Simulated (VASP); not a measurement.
Set up this calculation in VASP 6.6.1, as the native input.

```yaml
Task: relaxation of cell and atoms
Functional: PBE
Dispersion: D3(BJ)
Potentials_or_basis: VASP PAW PBE potentials, release 64 (Se, Ti_sv)
Cutoff: 600 eV
k_mesh: 12 × 12 × 1
Occupations: gaussian, width 0.03 eV
Spin: no spin polarisation
Further_INCAR_settings: ALGO = Normal; EDIFF = 1e-07; IBRION = 2; EDIFFG = -0.005; NSW = 90; ISIF = 3
```

The structure of TiSe2 lies in POSCAR:

```
TiSe2                                   
1.0
    3.4811364334      0.0000000000      0.0000000000
   -1.7405682167      3.0147525875      0.0000000000
    0.0000000000      0.0000000000     27.0684416000
  Se              Ti            
     4     2
Direct
     0.6666666699999979    0.3333333300000021    0.3327489368118267
     0.3333333300000021    0.6666666699999979    0.4481912166227375
     0.6666666699999979    0.3333333300000021    0.5518087833772625
     0.3333333300000021    0.6666666699999979    0.6672510631881732
     0.0000000000000000    0.0000000000000000    0.3908286424951126
     0.0000000000000000    0.0000000000000000    0.6091713575048876
```

One way to write it, as run:

INCAR

```
SYSTEM = TiSe2
ALGO = Normal ; EDIFF = 1E-7
EDIFFG = -0.005 ; ENCUT = 600
GGA = PE ; IBRION = 2
ISIF = 3 ; ISMEAR = 0
IVDW = 12 ; KPAR = 4
LASPH = .True. ; LATTICE_CONSTRAINTS = .TRUE. .TRUE. .FALSE.
LCHARG = .False. ; LREAL = .False.
LWAVE = .False. ; NELM = 80
NSW = 90 ; PREC = Accurate
SIGMA = 0.03
```

KPOINTS

```
k-points
0
Gamma
  12 12 1
  0 0 0
```

Potentials or basis: VASP PAW PBE potentials, release 64 (Se, Ti_sv).

The run is started by

```sh
$ cat potpaw_PBE.64/Se/POTCAR potpaw_PBE.64/Ti_sv/POTCAR > POTCAR
$ mpirun -np 4 vasp_std > vasp.out
```

Results of the run:

The band gap on the k mesh is none (metal or under the smearing width). The dispersion energy per atom is -0.374 eV.

Caveat: the relaxation stopped at its first step, so nothing moved.

Run time: 92 s on 4 MPI ranks on Intel(R) Xeon(R) Platinum 8488C (Sapphire Rapids) (shared host), peak memory 0.51 GiB a rank.
